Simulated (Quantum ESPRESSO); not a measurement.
Al under changes of volume

One of the cells (16.116 Å³/atom); the others are scaled copies at fixed shape and fractional positions:

```xyz
1
Lattice="-1.5912 1.5912 1.5912 1.5912 -1.5912 1.5912 1.5912 1.5912 -1.5912" Properties=species:S:1:pos:R:3 pbc="T T T"
Al    0.0000    0.0000    0.0000
```

This isn't the form of Al at room conditions, which is fcc.

* Program: Quantum ESPRESSO 7.5
* Functional: r2SCAN
* Potentials or basis: SG15 PBE 1.2
* Cutoff: 1020 eV
* Density cutoff: 4082 eV
* k mesh: 9 × 9 × 9
* Occupations: fermi-dirac, width 0.05 eV
* Spin: no spin polarisation

```tsv
volume (Å³/atom)	energy over the lowest point (meV/atom)	pressure (GPa)
15.149	33.40	7.9
15.471	19.51	5.8
15.793	9.52	3.8
16.116	3.08	2.1
16.438	0.00	0.5
16.760	?	?
17.083	3.21	-2.5
```

Problem. What does the run at 16.760 Å³/atom give?

Solution. Energy over the lowest point 0.10 meV/atom; pressure -1.1 GPa.

Worked out: A Birch-Murnaghan fit of order 3 (a polynomial in V^(-2/3)) to the other rows has its minimum at 16.59 Å³/atom with B0 = V·E''(V) = 78 GPa (rough, since the energies scatter). It gives 0.13 meV/atom at 16.760 Å³/atom, against the run's 0.10, and -dE/dV = -0.8 GPa, against -1.1.

Energies are extrapolated to zero smearing.

Caveats: the potentials were made for another functional, which shifts forces and pressure.
